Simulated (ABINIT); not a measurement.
Runs of ABINIT 10.8.3 (patched build) on BeTe. It takes space group F-43m (No. 216, cubic). The conventional cell has a = 5.540 Å, b = 5.540 Å, c = 5.540 Å, α = 90.00°, β = 90.00°, γ = 90.00°. Te (site symmetry -43m) is surrounded by 4 Be at 2.40 Å. Around Be (site symmetry -43m) lie 4 Te at 2.40 Å. 

```csv
task,level,potentials or basis,cutoff (eV),dispersion computed by,fine-grid cutoff,gap on the mesh (eV),V0 of scaled cells (Å³/atom),B0 (GPa)
equation of state,PBEsol+D3,JTH PAW PBE v2.0,408,simple-dftd3 1.7.0,816.342 eV,-,(a),61
band structure,rPW86PBE,JTH PAW PBE v2.0,408,-,816.342 eV,1.96,-,-
band structure,r2SCAN,JTH PAW LDA v2.0,490,-,979.61 eV,2.19,-,-
equation of state,PW91+D4,JTH PAW PBE v2.0,408,dftd4 4.3.1,816.342 eV,-,22.08,61
```

Alike in all rows: no spin polarisation; cell as given; k mesh 8 × 8 × 8; smearing fermi-dirac 0.05 eV.

Question: Fill in the values left out.

Answer: (a) 21.70.

Caveats: the PAW data sets were made with another functional, which shifts forces and pressure a little; pressures at fixed basis lie under the slope of the energies (some runs); spin-orbit coupling is left out, which moves the levels of the heavy elements (some runs).

A k mesh can miss the band edges, and the runs leave out spin-orbit coupling on Te.
